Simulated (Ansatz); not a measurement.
The system is MnSb.

```xyz
4
Lattice="4.1500 0.0000 0.0000 -2.0750 3.5940 0.0000 0.0000 0.0000 5.7800" Properties=species:S:1:pos:R:3 pbc="T T T"
Sb    2.0750    1.1980    4.3350
Sb    0.0000    2.3960    1.4450
Mn    0.0000    0.0000    2.8900
Mn    0.0000    0.0000    0.0000
```

Base run:

- Program: Ansatz 0.2.0
- Functional: BLYP
- Potentials or basis: Ansatz PAW
- Cutoff: 420 eV (not typed: the program's choice for these potentials)
- k mesh: 7 × 7 × 5
- Occupations: fermi-dirac, width 0.05 eV
- Spin: collinear spin, ferromagnetic start
- Starting moments: [0.0, 0.0, 4.0, 4.0] μB

Its results: band gap on the k mesh none (metal or under the smearing width); pressure 1.1 GPa; net moment 6.57 μB per cell; site moments Sb -0.11; Mn +3.35 μB.

**Question.** The run is repeated on the same cell with these changes: functional from BLYP to PBE; occupations from fermi-dirac, width 0.05 eV to gaussian, width 0.012 eV. What comes out?

**Answer.** Band gap on the k mesh none (metal or under the smearing width); pressure -3.3 GPa; net moment 6.69 μB per cell; site moments Sb -0.13; Mn +3.43 μB.

Caveats: only a ferromagnetic start was run, and an antiferromagnetic order may lie lower in energy; spin-orbit coupling is left out, which moves the levels of the heavy elements (some runs); the PAW data sets come from PBE, with cores solved anew for the run's functional, which leaves a small shift of forces and pressure (some runs).
